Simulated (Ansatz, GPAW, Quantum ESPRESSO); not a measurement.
**Equation of state of NaI under PBEsol**

Symmetry: Fm-3m, No. 225, cubic system. Conventional cell: a = 6.473 Å, b = 6.473 Å, c = 6.473 Å, α = 90.00°, β = 90.00°, γ = 90.00°. I (site symmetry m-3m) has 6 Na at 3.24 Å as nearest neighbours. Na (site symmetry m-3m) has 6 I at 3.24 Å as nearest neighbours.

The cell was scaled at fixed shape and fractions and run with Ansatz, Ansatz PAW, cutoff 420 eV; PBEsol, k mesh 7 × 7 × 7 on the cell of 2 atoms, fermi-dirac occupations of 0.05 eV, no spin polarisation, no spin-orbit coupling. The potentials were made for PBE. Energies are those that the program minimises, any entropy of the smearing included.

```tsv
V (Å³/atom)	energy over the lowest row (meV/atom)
31.8650	1.431
32.5430	0.000
33.2210	0.134
33.8990	1.654
34.5770	4.416
35.2549	?
35.9329	13.093
```

Problem. Fit the third-order Birch-Murnaghan form, give V0, B0 and B′, and predict the energy left open.

Solution. With y = (V0/V)^(2/3), E = E0 + (9 V0 B0/16) [(y - 1)³ B′ + (y - 1)² (6 - 4y)]. Least squares through the rows shown give V0 = 32.8175 Å³/atom, E0 = -0.125 meV, B0 = 17.04 GPa (1 eV/Å³ = 160.218 GPa) and B′ = 4.76, with a largest miss of 0.004 meV. At V = 35.2549 the form with these constants gives 8.265 meV; the run gave 8.267 meV an atom. Other set-ups at this level, from all their volumes (Å³/atom, GPa): GPAW, PAW data sets generated for this functional: V0 32.862, B0 17.08; Ansatz, all-electron LAPW, scalar-relativistic: V0 32.827, B0 17.13; Quantum ESPRESSO, PseudoDojo 0.4.1 SR PBEsol standard: V0 32.812, B0 17.23.
